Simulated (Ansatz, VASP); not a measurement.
# Cu in VASP and in Ansatz

The input INCAR:

```
SYSTEM = Cu
PREC = Accurate
ENCUT = 520
EDIFF = 1E-6
ISMEAR = -1
SIGMA = 0.06
LREAL = .False.
LASPH = .True.
NELM = 60
ALGO = Normal
ISIF = 2
LWAVE = .False.
LCHARG = .False.
NBANDS = 12
```

Contents of KPOINTS:

```
Automatic mesh
0
Gamma
  12 12 12
  0 0 0
```

POSCAR

```
Cu
1.0
    0.0000000000      1.8084895000      1.8084895000
    1.8084895000      0.0000000000      1.8084895000
    1.8084895000      1.8084895000      0.0000000000
Cu
1
Direct
    0.0000000000      0.0000000000      0.0000000000
```

Input for Ansatz:

```yaml
crystal:
  atoms:
  - position: [0.0, 0.0, 0.0]
    symbol: Cu
  lattice:
  - [0.0, 1.8084895, 1.8084895]
  - [1.8084895, 0.0, 1.8084895]
  - [1.8084895, 1.8084895, 0.0]
hamiltonian:
  dispersion: none
  pseudopotentials:
    kind: all_electron
    lapw: {}
    relativity: scalar
  xc: lda
kpoints:
  mp_grid:
    grid: [12, 12, 12]
    shift: [0, 0, 0]
magnetization: {spin_polarized: false}
output: {forces: true, stress: true}
scf:
  occupations: {method: fermi_dirac, width: 0.06}
```

Alike in both runs: task single point; functional LDA; k mesh 12 × 12 × 12; occupations fermi-dirac, width 0.06 eV; no spin polarisation.

```csv
,VASP,Ansatz
version,VASP 6.6.1,Ansatz 0.2 development build
potentials or method,"VASP PAW LDA potentials, release 64 (Cu)","all-electron full-potential LAPW, scalar-relativistic"
plane-wave cutoff (eV),520,see its input
```

|  | VASP | Ansatz | Ansatz less VASP |
| --- | --- | --- | --- |
| pressure (GPa) | -12.0 | -12.8 | -0.85 |

Ansatz ran all-electron here, so the differences hold the error of VASP's frozen core and of both bases.
